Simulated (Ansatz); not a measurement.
**BaTiO3: zone-centre modes**

Level of theory: Ansatz, DFT PBE+U, scalar-relativistic, plane waves, PAW. The runs took a 420 eV cutoff, a Γ-centred 6×4×4 mesh and Gaussian smearing (0.05 eV). U_eff on d shells: Ti 4 eV. No spin polarisation.

Zero of the scan (relaxed at this level; it needn't be the usual structure):

```
Ba Ti O
1.0
     0.00000   -2.87328   -2.88592
    -4.00822    2.87328   -2.88592
     4.00822    2.87328   -2.88592
Ba Ti O
2 2 6
Direct
  0.99192 0.99596 0.99596
  0.99192 0.49596 0.49596
  0.48029 0.99015 0.49015
  0.48029 0.49015 0.99015
  0.50837 0.25419 0.25419
  0.50837 0.75419 0.75419
  0.50619 0.75850 0.25850
  0.50619 0.25850 0.75850
  0.01700 0.00310 0.50310
  0.01700 0.50310 0.00310
```

Harmonic modes by finite displacements of 0.02 Å, without the LO–TO term. The cell doubles the primitive one, so its zone centre also holds the primitive cell's point q = (1/2, 0, 1/2).

Problem. At this geometry, is the structure stable against these modes?

Solution. No: 1 mode is unstable, the strongest at 36i cm⁻¹.

Problem. List the wavenumbers in cm⁻¹.

Solution. 36i, 0, 0, 0, 97, 98, 98, 151, 155, 160, 175, 210, 229, 235, 263, 270, 273, 280, 283, 315, 328, 351, 410, 429, 449, 452, 459, 493, 499, 711.